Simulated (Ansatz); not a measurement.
**BaZrO₃: moving Ba off its site**

BaZrO₃, Pm-3m, a = 4.181 Å (as given, not relaxed at this level: 5.2 GPa). The structure is a COD entry; whether it is the stable form wasn't checked. Ansatz: PBE, PAW, 420 eV, Γ-centred 6×6×6 mesh on 5 atoms, Gaussian smearing 0.05 eV; no spin polarisation.

```
CELL_PARAMETERS angstrom
4.18150 0.00000 0.00000
0.00000 4.18150 0.00000
0.00000 0.00000 4.18150
ATOMIC_POSITIONS crystal
Ba 0.50000 0.50000 0.50000
Zr 0.00000 0.00000 0.00000
O 0.50000 0.00000 0.00000
O 0.00000 0.50000 0.00000
O 0.00000 0.00000 0.50000
```

Atom 1 (Ba) moves by x along the unit vector (0.707, -0.707, 0.000), with its periodic images; all else is held. y is the free energy of the cell over the start, F the force along the path summed over the moved atoms. Symmetry makes y even in x.

| x (Å) | y (meV) | F (eV/Å) |
| --- | --- | --- |
| -0.200 | 75.9 | 0.79 |
| -0.100 | 18.4 | 0.37 |
| 0.000 | 0.0 | 0.00 |
| 0.025 | 1.1 | -0.09 |
| 0.050 | 4.6 | -0.18 |
| 0.075 | 10.3 | -0.28 |
| 0.125 | ? | ? |
| 0.150 | 41.9 | -0.57 |
| 0.175 | 57.5 | -0.68 |

Q: Fit y = c2 x² + c4 x⁴ to the energies of the other rows, give the force constant, and predict energy and force of the missing row.

A: Least squares on the rows shown. y = 1818 x² + 1972 x⁴. The force constant is 2 c2 = 3.64 eV/Å², for the cell as given, at 5.2 GPa (for all images moving together, not for a lone atom). The force −dy/dx at the missing row is -0.47 eV/Å (computed -0.47). At x = 0.125 the fit asked for gives 28.9 meV. The run gave 28.9 meV, the same to the digits shown.